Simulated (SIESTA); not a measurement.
Runs of SIESTA 5.4.2 on WC (Qusongite). Symmetry: P-6m2, No. 187, hexagonal system. The conventional cell has a = 2.907 Å, b = 2.907 Å, c = 2.837 Å, α = 90.00°, β = 90.00°, γ = 120.00°. W (site symmetry -6m2) is surrounded by 6 C at 2.20 Å. Around C (site symmetry -6m2) lie 6 W at 2.20 Å. 

```tsv
task	potentials or basis	cell	optimiser	force tolerance	gap on the mesh (eV)	pressure (GPa)	V0 of scaled cells (Å³/atom)	B0 (GPa)
relaxation of cell and atoms	PseudoDojo 0.4 standard (PBE files), TZDP (energy shift 0.002 Ry)	relaxed	CG	0.02 eV/Å	none	0.0	-	-
equation of state	PseudoDojo 0.4 standard (PBE files), DZP (energy shift 0.002 Ry)	as given	-	-	-	-	10.67	(a)
equation of state	PseudoDojo 0.4 standard (PBE files), SZ (energy shift 0.002 Ry)	as given	-	-	-	-	10.69	391
band structure	PseudoDojo 0.4 standard (PBE files), TZP (energy shift 0.002 Ry)	as given	-	-	none	(b)	-	-
```

Alike in all rows: level PBE; no spin polarisation; k mesh 10 × 10 × 9; smearing fermi-dirac 0.05 eV; grid cutoff 800 Ry; energy shift 0.002 Ry.

Q: Estimate the missing entries.

A: (a) 382; (b) 10.2.

Caveats: the basis of atomic orbitals isn't converged, which shifts pressures, moduli and gaps; semicore shells carry a single zeta, which can move pressures by several GPa and volumes by a few percent (some runs); the cell was scaled at fixed shape and fractional positions, which overstates the stiffness of a crystal with free parameters, most of all of layers and chains (some runs); the basis has no polarisation orbitals (some runs); short orbitals over semicore shells can move pressures by several GPa (some runs); spin-orbit coupling is left out, which moves the levels of the heavy elements (some runs).

A k mesh can miss the band edges, and the runs leave out spin-orbit coupling on W.

A gap of «none» marks a metal or a gap under the smearing width.
